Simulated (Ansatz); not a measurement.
Os: from a trial structure to a relaxed crystal

These are results of Ansatz, DFT PBE, scalar-relativistic, plane waves, PAW, not measurements. Cutoff 420 eV, Γ-centred k mesh, Gaussian smearing, no spin polarisation in the final step.

The start puts Os on the alpha-boron structure type (R-3m, No. 166), at a guessed volume.

```xyz
12
Lattice="3.1259 1.8047 5.3308 -3.1259 1.8047 5.3308 0.0000 -3.6094 5.3308" Properties=species:S:1:pos:R:3 pbc="T T T"
Os   -2.0112    1.1612    3.5929
Os    0.0000   -2.3224    3.5929
Os    2.0112    1.1612    3.5929
Os    2.0112   -1.1612   12.3996
Os   -2.0112   -1.1612   12.3996
Os    0.0000    2.3224   12.3996
Os   -1.2798    0.7389    5.7198
Os    0.0000   -1.4778    5.7198
Os    1.2798    0.7389    5.7198
Os    1.2798   -0.7389   10.2727
Os   -1.2798   -0.7389   10.2727
Os    0.0000    1.4778   10.2727
```

Cell and atoms relax at zero pressure; the relaxation can't lower the symmetry of the start. After a coarse first stage the cell is made exact in the group found at 0.06 Å.

Energies count from the standard state of Os at the same level.

Describe the relaxed structure.

It keeps R-3m (No. 166). The result has the alpha-boron structure. Conventional cell: a = 6.826 Å, c = 17.740 Å. Os on Wyckoff site h (6 atoms of the primitive cell) is coordinated by 1 Os at 2.31 Å and 5 Os at 2.54–2.60 Å; around Os on Wyckoff site h (6 atoms of the primitive cell) lie 7 Os at 2.56–2.62 Å.

```
Os
1.0
     3.41286    1.97041    5.91318
    -3.41286    1.97041    5.91318
     0.00000   -3.94083    5.91318
Os
12
Direct
  0.01626 0.64350 0.01626
  0.01626 0.01626 0.64350
  0.64350 0.01626 0.01626
  0.98374 0.35650 0.98374
  0.35650 0.98374 0.98374
  0.98374 0.98374 0.35650
  0.23340 0.60863 0.23340
  0.23340 0.23340 0.60863
  0.60863 0.23340 0.23340
  0.76660 0.39137 0.76660
  0.39137 0.76660 0.76660
  0.76660 0.76660 0.39137
```

What are its volume, energy, density and gap?

The volume per atom is 19.88 Å³, the density is 15.89 g/cm³ and the energy over the standard structure is 1.10 eV/atom. The gap on the 9×9×9 mesh is 0 eV (a metal).

The final run used a 9×9×9 mesh on its 12-atom cell and 0.10 eV smearing. For metals, differences of a few meV/atom aren't resolved. Spin–orbit coupling is left out. A structure relaxed within its symmetry needn't be a true minimum.